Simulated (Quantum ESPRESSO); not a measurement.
# NiO (Pm-3m) in Quantum ESPRESSO: a series of runs, part 3 of 4

Quantum ESPRESSO 7.5. Earlier steps stand in the parts before.

### 4 Phonon dispersion, LDA, collinear spin, ferromagnetic start

File pw.in:

```
&CONTROL
  calculation = 'scf'
  prefix = 'pwscf'
  outdir = './tmp'
  pseudo_dir = './pseudo'
  tprnfor = .true.
  tstress = .true.
  disk_io = 'low'
/
&SYSTEM
  ibrav = 0
  nat = 2
  ntyp = 2
  ecutwfc = 45
  ecutrho = 360
  nbnd = 22
  occupations = 'smearing'
  smearing = 'fd'
  degauss = 0.00367493
  nspin = 2
  starting_magnetization(1) = 0.0556
  starting_magnetization(2) = 0
/
&ELECTRONS
  conv_thr = 4d-10
  electron_maxstep = 120
  mixing_beta = 0.3
/
ATOMIC_SPECIES
Ni    58.6934 ni_lda_v1.4.uspp.F.UPF
O     15.9990 o_lda_v1.2.uspp.F.UPF
CELL_PARAMETERS bohr
   4.7330371157    0.0000000000    0.0000000000
   0.0000000000    4.7330371157    0.0000000000
   0.0000000000    0.0000000000    4.7330371157
ATOMIC_POSITIONS bohr
Ni     0.0000000000    0.0000000000    0.0000000000
O      2.3665185579    2.3665185579    2.3665185579
K_POINTS automatic
4 4 4 1 1 1
```

File relax.in:

```
&CONTROL
  calculation = 'vc-relax'
  prefix = 'pwscf'
  outdir = './tmp'
  pseudo_dir = './pseudo'
  tprnfor = .true.
  tstress = .true.
  disk_io = 'low'
  nstep = 40
  forc_conv_thr = 0.0001
  etot_conv_thr = 1d-06
/
&SYSTEM
  ibrav = 0
  nat = 2
  ntyp = 2
  ecutwfc = 45
  ecutrho = 360
  nbnd = 22
  occupations = 'smearing'
  smearing = 'fd'
  degauss = 0.00367493
  nspin = 2
  starting_magnetization(1) = 0.0556
  starting_magnetization(2) = 0
/
&ELECTRONS
  conv_thr = 4d-10
  electron_maxstep = 120
  mixing_beta = 0.3
/
&IONS
  ion_dynamics = 'bfgs'
/
&CELL
  cell_dynamics = 'bfgs'
  press = 0
  press_conv_thr = 0.2
/
ATOMIC_SPECIES
Ni    58.6934 ni_lda_v1.4.uspp.F.UPF
O     15.9990 o_lda_v1.2.uspp.F.UPF
CELL_PARAMETERS bohr
   4.7330371157    0.0000000000    0.0000000000
   0.0000000000    4.7330371157    0.0000000000
   0.0000000000    0.0000000000    4.7330371157
ATOMIC_POSITIONS bohr
Ni     0.0000000000    0.0000000000    0.0000000000
O      2.3665185579    2.3665185579    2.3665185579
K_POINTS automatic
4 4 4 1 1 1
```

File scf2.in:

```
&CONTROL
  calculation = 'scf'
  prefix = 'pwscf'
  outdir = './tmp'
  pseudo_dir = './pseudo'
  tprnfor = .true.
  tstress = .true.
  disk_io = 'low'
/
&SYSTEM
  ibrav = 0
  nat = 2
  ntyp = 2
  ecutwfc = 45
  ecutrho = 360
  nbnd = 22
  occupations = 'smearing'
  smearing = 'fd'
  degauss = 0.00367493
  nspin = 2
  starting_magnetization(1) = 0.0556
  starting_magnetization(2) = 0
/
&ELECTRONS
  conv_thr = 1d-13
  electron_maxstep = 120
  mixing_beta = 0.3
  startingpot = 'file'
  startingwfc = 'file'
/
ATOMIC_SPECIES
Ni    58.6934 ni_lda_v1.4.uspp.F.UPF
O     15.9990 o_lda_v1.2.uspp.F.UPF
CELL_PARAMETERS bohr
   4.7432482174    0.0000000000    0.0000000000
   0.0000000000    4.7432482174    0.0000000000
   0.0000000000    0.0000000000    4.7432482174
ATOMIC_POSITIONS bohr
Ni     0.0000000000    0.0000000000    0.0000000000
O      2.3716241087    2.3716241087    2.3716241087
K_POINTS automatic
4 4 4 1 1 1
```

File ph.in:

```
phonon_bands of NiO
&INPUTPH
  prefix = 'pwscf'
  outdir = './tmp'
  tr2_ph = 1d-18
  fildyn = 'dyn'
  niter_ph = 90
  alpha_mix(1) = 0.4
  ldisp = .true.
  nq1 = 2
  nq2 = 2
  nq3 = 2
/
```

File q2r.in:

```
&INPUT
  fildyn = 'dyn'
  zasr = 'crystal'
  flfrc = 'fc'
/
```

File matdyn.in:

```
&INPUT
  asr = 'crystal'
  flfrc = 'fc'
  flfrq = 'freq'
  q_in_cryst_coord = .true.
  flvec = ' '
/
80
 0.0000000000  0.0000000000  0.0000000000
 0.0000000000  0.0500000000  0.0000000000
 0.0000000000  0.1000000000  0.0000000000
 0.0000000000  0.1500000000  0.0000000000
 0.0000000000  0.2000000000  0.0000000000
 0.0000000000  0.2500000000  0.0000000000
 0.0000000000  0.3000000000  0.0000000000
 0.0000000000  0.3500000000  0.0000000000
 0.0000000000  0.4000000000  0.0000000000
 0.0000000000  0.4500000000  0.0000000000
 0.0000000000  0.5000000000  0.0000000000
 0.0500000000  0.5000000000  0.0000000000
 0.1000000000  0.5000000000  0.0000000000
 0.1500000000  0.5000000000  0.0000000000
 0.2000000000  0.5000000000  0.0000000000
 0.2500000000  0.5000000000  0.0000000000
 0.3000000000  0.5000000000  0.0000000000
 0.3500000000  0.5000000000  0.0000000000
 0.4000000000  0.5000000000  0.0000000000
 0.4500000000  0.5000000000  0.0000000000
 0.5000000000  0.5000000000  0.0000000000
 0.4642857143  0.4642857143  0.0000000000
 0.4285714286  0.4285714286  0.0000000000
 0.3928571429  0.3928571429  0.0000000000
 0.3571428571  0.3571428571  0.0000000000
 0.3214285714  0.3214285714  0.0000000000
 0.2857142857  0.2857142857  0.0000000000
 0.2500000000  0.2500000000  0.0000000000
 0.2142857143  0.2142857143  0.0000000000
 0.1785714286  0.1785714286  0.0000000000
 0.1428571429  0.1428571429  0.0000000000
 0.1071428571  0.1071428571  0.0000000000
 0.0714285714  0.0714285714  0.0000000000
 0.0357142857  0.0357142857  0.0000000000
 0.0000000000  0.0000000000  0.0000000000
 0.0277777778  0.0277777778  0.0277777778
 0.0555555556  0.0555555556  0.0555555556
 0.0833333333  0.0833333333  0.0833333333
 0.1111111111  0.1111111111  0.1111111111
 0.1388888889  0.1388888889  0.1388888889
 0.1666666667  0.1666666667  0.1666666667
 0.1944444444  0.1944444444  0.1944444444
 0.2222222222  0.2222222222  0.2222222222
 0.2500000000  0.2500000000  0.2500000000
 0.2777777778  0.2777777778  0.2777777778
 0.3055555556  0.3055555556  0.3055555556
 0.3333333333  0.3333333333  0.3333333333
 0.3611111111  0.3611111111  0.3611111111
 0.3888888889  0.3888888889  0.3888888889
 0.4166666667  0.4166666667  0.4166666667
 0.4444444444  0.4444444444  0.4444444444
 0.4722222222  0.4722222222  0.4722222222
 0.5000000000  0.5000000000  0.5000000000
 0.4666666667  0.5000000000  0.4666666667
 0.4333333333  0.5000000000  0.4333333333
 0.4000000000  0.5000000000  0.4000000000
 0.3666666667  0.5000000000  0.3666666667
 0.3333333333  0.5000000000  0.3333333333
 0.3000000000  0.5000000000  0.3000000000
 0.2666666667  0.5000000000  0.2666666667
 0.2333333333  0.5000000000  0.2333333333
 0.2000000000  0.5000000000  0.2000000000
 0.1666666667  0.5000000000  0.1666666667
 0.1333333333  0.5000000000  0.1333333333
 0.1000000000  0.5000000000  0.1000000000
 0.0666666667  0.5000000000  0.0666666667
 0.0333333333  0.5000000000  0.0333333333
 0.0000000000  0.5000000000  0.0000000000
 0.5000000000  0.5000000000  0.0000000000
 0.5000000000  0.5000000000  0.0454545455
 0.5000000000  0.5000000000  0.0909090909
 0.5000000000  0.5000000000  0.1363636364
 0.5000000000  0.5000000000  0.1818181818
 0.5000000000  0.5000000000  0.2272727273
 0.5000000000  0.5000000000  0.2727272727
 0.5000000000  0.5000000000  0.3181818182
 0.5000000000  0.5000000000  0.3636363636
 0.5000000000  0.5000000000  0.4090909091
 0.5000000000  0.5000000000  0.4545454545
 0.5000000000  0.5000000000  0.5000000000
```

File matdyn_dos.in:

```
&INPUT
  asr = 'crystal'
  flfrc = 'fc'
  dos = .true.
  fldos = 'phdos'
  nk1 = 8
  nk2 = 8
  nk3 = 8
  deltaE = 1
  flvec = ' '
  flfrq = ' '
/
```

File matdyn_mesh.in:

```
&INPUT
  asr = 'crystal'
  flfrc = 'fc'
  flfrq = 'mesh'
  q_in_cryst_coord = .true.
  flvec = ' '
/
216
 0.08333333  0.08333333  0.08333333
 0.08333333  0.08333333  0.25000000
 0.08333333  0.08333333  0.41666667
[... 213 further points of the even 6 x 6 x 6 mesh, shifted by half a step ...]
```

Potentials or basis: GBRV 1.5 LDA.

Run with:

```sh
OMP_NUM_THREADS=1 pw.x -in pw.in > pw.out
OMP_NUM_THREADS=1 pw.x -in relax.in > relax.out
OMP_NUM_THREADS=1 pw.x -in scf2.in > scf2.out
OMP_NUM_THREADS=1 ph.x -in ph.in > ph.out
OMP_NUM_THREADS=1 q2r.x -in q2r.in > q2r.out
OMP_NUM_THREADS=1 matdyn.x -in matdyn.in > matdyn.out
OMP_NUM_THREADS=1 matdyn.x -in matdyn_dos.in > matdyn_dos.out
OMP_NUM_THREADS=1 matdyn.x -in matdyn_mesh.in > matdyn_mesh.out
```

pw.out:

```text
This program is part of the open-source Quantum ESPRESSO suite
     for quantum simulation of materials; please cite
[... 9 lines left out ...]
     --------------------
     sticks:   dense  smooth     PW     G-vecs:    dense   smooth      PW
     Sum         641     325    101                12197     4385     751

     Using Slab Decomposition

     bravais-lattice index     =            0
     lattice parameter (alat)  =       4.7330  a.u.
     unit-cell volume          =     106.0278 (a.u.)^3
     number of atoms/cell      =            2
     number of atomic types    =            2
     number of electrons       =        24.00
     number of Kohn-Sham states=           22
     kinetic-energy cutoff     =      45.0000  Ry
     charge density cutoff     =     360.0000  Ry
     scf convergence threshold =      4.0E-10
     mixing beta               =       0.3000
     number of iterations used =            8  plain     mixing
     Exchange-correlation= SLA  PZ   NOGX NOGC
                           (   1   1   0   0   0   0   0)

     celldm(1)=   4.733037  celldm(2)=   0.000000  celldm(3)=   0.000000
     celldm(4)=   0.000000  celldm(5)=   0.000000  celldm(6)=   0.000000

     crystal axes: (cart. coord. in units of alat)
               a(1) = (   1.000000   0.000000   0.000000 )
               a(2) = (   0.000000   1.000000   0.000000 )
               a(3) = (   0.000000   0.000000   1.000000 )

     reciprocal axes: (cart. coord. in units 2 pi/alat)
               b(1) = (  1.000000  0.000000  0.000000 )
               b(2) = (  0.000000  1.000000  0.000000 )
               b(3) = (  0.000000  0.000000  1.000000 )

     PseudoPot. # 1 for Ni read from file:
     ni_lda_v1.4.uspp.F.UPF
     Pseudo is Ultrasoft + core correction, Zval = 18.0
     Generated by new atomic code, or converted to UPF format
     Using radial grid of  865 points,  6 beta functions with:
                l(1) =   0
                l(2) =   0
                l(3) =   1
                l(4) =   1
                l(5) =   2
                l(6) =   2
     Q(r) pseudized with 10 coefficients,  rinner =    0.980   0.980   0.980
                                                       0.980   0.980

     PseudoPot. # 2 for O  read from file:
     o_lda_v1.2.uspp.F.UPF
     Pseudo is Ultrasoft + core correction, Zval =  6.0
     Generated by new atomic code, or converted to UPF format
     Using radial grid of  737 points,  5 beta functions with:
                l(1) =   0
                l(2) =   0
                l(3) =   1
                l(4) =   1
                l(5) =   2
     Q(r) pseudized with  8 coefficients,  rinner =    0.900   0.900   0.900
                                                       0.900   0.900

     atomic species   valence    mass     pseudopotential
     Ni               18.00    58.69340     Ni( 1.00)
     O                 6.00    15.99900     O ( 1.00)

     Starting magnetic structure
     atomic species   magnetization
     Ni              0.056
     O               0.000

     48 Sym. Ops., with inversion, found

   Cartesian axes

     site n.     atom                  positions (alat units)
         1        Ni     tau(   1) = (   0.0000000   0.0000000   0.0000000  )
         2        O      tau(   2) = (   0.5000000   0.5000000   0.5000000  )

     number of k points=     4  Fermi-Dirac smearing, width (Ry)=  0.0037
                       cart. coord. in units 2pi/alat
        k(    1) = (   0.1250000   0.1250000   0.1250000), wk =   0.1250000
        k(    2) = (   0.1250000   0.1250000   0.3750000), wk =   0.3750000
        k(    3) = (   0.1250000   0.3750000   0.3750000), wk =   0.3750000
        k(    4) = (   0.3750000   0.3750000   0.3750000), wk =   0.1250000

     Dense  grid:    12197 G-vectors     FFT dimensions: (  30,  30,  30)

     Smooth grid:     4385 G-vectors     FFT dimensions: (  24,  24,  24)

     Check: negative core charge=   -0.000007
     Generating pointlists ...
     new r_m :   0.3572 (alat units)  1.6908 (a.u.) for type    1
     new r_m :   0.3572 (alat units)  1.6908 (a.u.) for type    2

     Initial potential from superposition of free atoms

     starting charge      22.0000, renormalised to      24.0000
     Starting wfcs are   17 randomized atomic wfcs +    5 random wfcs

     Self-consistent Calculation

     iteration #  1     ecut=    45.00 Ry     beta= 0.30
     Davidson diagonalization with overlap
     ethr =  1.00E-02,  avg # of iterations =  6.4

     total energy              =    -366.30013276 Ry
     estimated scf accuracy    <      30.13102058 Ry

     total magnetization       =     0.97 Bohr mag/cell
     absolute magnetization    =     0.97 Bohr mag/cell

     iteration #  2     ecut=    45.00 Ry     beta= 0.30
     Davidson diagonalization with overlap
     ethr =  1.00E-02,  avg # of iterations =  2.9

     total energy              =    -374.34974368 Ry
     estimated scf accuracy    <      12.04289846 Ry

     total magnetization       =     0.34 Bohr mag/cell
     absolute magnetization    =     0.35 Bohr mag/cell
[... 131 lines left out ...]
     iteration # 16     ecut=    45.00 Ry     beta= 0.30
     Davidson diagonalization with overlap
     ethr =  1.67E-09,  avg # of iterations =  1.0

     total energy              =    -375.35193172 Ry
     estimated scf accuracy    <          6.1E-10 Ry

     total magnetization       =     0.00 Bohr mag/cell
     absolute magnetization    =     0.00 Bohr mag/cell

     iteration # 17     ecut=    45.00 Ry     beta= 0.30
     Davidson diagonalization with overlap
     ethr =  2.52E-12,  avg # of iterations =  2.0

     Magnetic moment per site  (integrated on atomic sphere of radius R)
     atom   1 (R=0.357)  charge= 15.9568  magn=  0.0000
     atom   2 (R=0.357)  charge=  5.7492  magn= -0.0000

     End of self-consistent calculation

 ------ SPIN UP ------------

          k = 0.1250 0.1250 0.1250 (   531 PWs)   bands (ev):

   -85.6662 -46.4864 -46.4848 -46.4848  -3.8308  11.7715  12.0772  12.0772
    14.4617  14.4617  16.1473  16.1473  16.1516  20.9751  32.3973  32.3973
    36.1754  39.5729  39.5729  45.9141  45.9141  51.8018

          k = 0.1250 0.1250 0.3750 (   541 PWs)   bands (ev):

   -85.6583 -46.5685 -46.4783 -46.4773  -2.7794   8.3324  11.9262  12.5557
    14.0525  15.5679  16.0067  16.3474  17.2975  23.5825  27.7635  32.6531
    35.6291  36.2490  43.5046  44.6809  47.8584  49.4519

          k = 0.1250 0.3750 0.3750 (   541 PWs)   bands (ev):

   -85.6504 -46.5597 -46.5586 -46.4707  -2.0429   9.4498   9.9041  12.8668
    14.3569  15.2832  15.4065  16.4502  16.8758  23.7914  28.2634  29.0442
    36.4311  38.3635  41.5075  45.7976  47.8802  48.9709

          k = 0.3750 0.3750 0.3750 (   546 PWs)   bands (ev):

   -85.6427 -46.5513 -46.5498 -46.5498  -1.2293   9.5564   9.5564  10.0906
    15.9130  15.9130  15.9719  17.3690  17.3690  23.8667  26.0489  26.0489
    35.8012  39.7512  39.7512  40.5865  56.4361  56.7339

 ------ SPIN DOWN ----------

          k = 0.1250 0.1250 0.1250 (   531 PWs)   bands (ev):

   -85.6662 -46.4863 -46.4848 -46.4848  -3.8308  11.7715  12.0772  12.0772
    14.4617  14.4617  16.1474  16.1474  16.1517  20.9752  32.3974  32.3974
    36.1755  39.5729  39.5729  45.9141  45.9141  51.8019

          k = 0.1250 0.1250 0.3750 (   541 PWs)   bands (ev):

   -85.6583 -46.5684 -46.4783 -46.4773  -2.7793   8.3325  11.9262  12.5557
    14.0526  15.5679  16.0067  16.3475  17.2975  23.5826  27.7635  32.6531
    35.6291  36.2490  43.5046  44.6809  47.8585  49.4519

          k = 0.1250 0.3750 0.3750 (   541 PWs)   bands (ev):

   -85.6504 -46.5596 -46.5586 -46.4707  -2.0429   9.4499   9.9041  12.8668
    14.3570  15.2832  15.4065  16.4503  16.8759  23.7915  28.2634  29.0442
    36.4312  38.3635  41.5075  45.7977  47.8803  48.9710

          k = 0.3750 0.3750 0.3750 (   546 PWs)   bands (ev):

   -85.6427 -46.5512 -46.5498 -46.5498  -1.2293   9.5564   9.5564  10.0907
    15.9130  15.9130  15.9719  17.3690  17.3690  23.8667  26.0489  26.0489
    35.8013  39.7512  39.7512  40.5866  56.4361  56.7339

     the Fermi energy is    16.6662 ev

!    total energy              =    -375.35193172 Ry
     estimated scf accuracy    <          1.8E-10 Ry
     smearing contrib. (-TS)   =      -0.00044188 Ry
     internal energy E=F+TS    =    -375.35148985 Ry

     The total energy is F=E-TS. E is the sum of the following terms:
     one-electron contribution =    -195.19117130 Ry
     hartree contribution      =     114.51056883 Ry
     xc contribution           =     -42.26524742 Ry
     ewald contribution        =    -252.40563996 Ry

     total magnetization       =     0.00 Bohr mag/cell
     absolute magnetization    =     0.00 Bohr mag/cell

     convergence has been achieved in  17 iterations

     Forces acting on atoms (cartesian axes, Ry/au):

     atom    1 type  1   force =     0.00000000    0.00000000    0.00000000
     atom    2 type  2   force =     0.00000000    0.00000000    0.00000000

     Total force =     0.000000     Total SCF correction =     0.000000

     Computing stress (Cartesian axis) and pressure

          total   stress  (Ry/bohr**3)                   (kbar)     P=       18.11
   0.00012309   0.00000000   0.00000000           18.11        0.00        0.00
   0.00000000   0.00012309   0.00000000            0.00       18.11        0.00
   0.00000000   0.00000000   0.00012309            0.00        0.00       18.11

=------------------------------------------------------------------------------=
   JOB DONE.
=------------------------------------------------------------------------------=
```

It took 74 s on 1 thread of AMD EPYC 9R45 (Zen 5), shared host; peak memory 0.11 GiB.

What came out:

```
Free energy                                           : -5106.9240 eV
Relaxed volume                                        : 7.91 Å³/atom
Relaxed cell                                          : a = 2.510 Å, b = 2.510 Å, c = 2.510 Å, α = 90.00°, β = 90.00°, γ = 90.00°
Space group after relaxing (to 0.05 Å)                : Pm-3m (No. 221)
Pressure after relaxing                               : 0.0 GPa
Band gap on the k mesh                                : none (metal or under the smearing width)
Net moment                                            : 0.00 μB per cell
Absolute moment                                       : 0.00 μB per cell
Valence electrons inside the program's atomic spheres : Ni 15.96; O 5.75
Highest phonon frequency                              : 470 cm⁻¹
Most unstable mode                                    : 392i cm⁻¹
```

The path:
| step | energy change (eV) | largest force (eV/Å) | pressure (GPa) | volume (Å³) |
| --- | --- | --- | --- | --- |
| 1 | 0.0000 | 0.0000 | 1.81 | 15.71 |
| 2 | -0.0005 | 0.0000 | -0.73 | 15.86 |
| 3 | -0.0006 | 0.0000 | -0.02 | 15.81 |
| 4 | -0.0006 | 0.0000 | 0.01 | 15.81 |
| 5 | -0.0006 | 0.0000 | 0.01 | 15.81 |

Final structure:
```
CELL_PARAMETERS angstrom
2.51002 0.00000 0.00000
0.00000 2.51002 0.00000
0.00000 0.00000 2.51002
ATOMIC_POSITIONS crystal
Ni 0.00000 0.00000 0.00000
O 0.50000 0.50000 0.50000
```

Levels at points of the mesh, in eV from the Fermi level:
Spin up:
| k point | band 10 | band 11 | band 12 | band 13 | band 14 | band 15 |
| --- | --- | --- | --- | --- | --- | --- |
| (0.12, 0.12, 0.12) | -2.18 | -0.51 | -0.51 | -0.51 | 4.26 | 15.68 |
Spin down:
```csv
k point,band 8,band 9,band 10,band 11,band 12,band 13,band 14,band 15,band 16,band 17
"(0.12, 0.12, 0.12)",-4.55,-2.18,-2.18,-0.51,-0.51,-0.51,4.26,15.68,15.68,19.42
```

Phonon frequencies in cm⁻¹ (negative: imaginary):
| q point | frequencies |
| --- | --- |
| (0.000, 0.000, 0.000) | -182 -182 -182 0 0 0 |
| (0.000, 0.350, 0.000) | -358 -358 29 29 292 412 |
| (0.200, 0.500, 0.000) | -345 -199 -48 154 308 455 |
| (0.464, 0.464, 0.000) | -236 -106 251 251 421 421 |
| (0.214, 0.214, 0.000) | -303 -49 139 177 189 219 |
| (0.028, 0.028, 0.028) | -181 -181 -181 22 28 28 |
| (0.222, 0.222, 0.222) | 104 104 128 174 189 189 |
| (0.417, 0.417, 0.417) | 184 187 187 265 265 267 |
| (0.367, 0.500, 0.367) | 175 177 203 241 249 318 |
| (0.133, 0.500, 0.133) | -297 -297 99 100 309 453 |
| (0.500, 0.500, 0.091) | -209 -89 247 247 415 415 |
| (0.500, 0.500, 0.409) | 175 191 191 235 272 272 |

Phonon frequencies at the corners of the path (cm⁻¹, interpolated; i marks imaginary ones):
```tsv
point	frequencies
Γ	182i 182i 182i 0 0 0
X	392i 392i 50 50 331 470
M	230i 107i 251 251 426 426
R	185 185 185 254 254 254
```

Phonon states per cell in windows of 50 cm⁻¹ (negative: imaginary):
```csv
from (cm⁻¹),total,Ni,O
-400,0.04,0.00,0.04
-350,0.21,0.00,0.21
-300,0.35,0.00,0.34
-250,0.24,0.01,0.22
-200,0.14,0.02,0.12
-150,0.12,0.03,0.08
-100,0.21,0.14,0.08
-50,0.24,0.19,0.06
0,0.27,0.22,0.05
50,0.38,0.27,0.11
100,0.63,0.43,0.20
150,0.75,0.62,0.13
200,0.73,0.57,0.16
250,0.59,0.35,0.24
300,0.44,0.12,0.32
350,0.37,0.01,0.36
400,0.27,0.00,0.27
450,0.02,0.00,0.02
```

Caveat: the k mesh is coarse (spacing up to 0.63 Å⁻¹), so the values aren't converged; the mesh is thin for the phonons of a metal; some modes are imaginary; the q mesh is small, so phonon branches between its points and thermal values are rough; semilocal functionals often make such compounds metallic where correlation or magnetic order opens a gap, which also shifts bond lengths.

(Continued in part 4 of 4.)
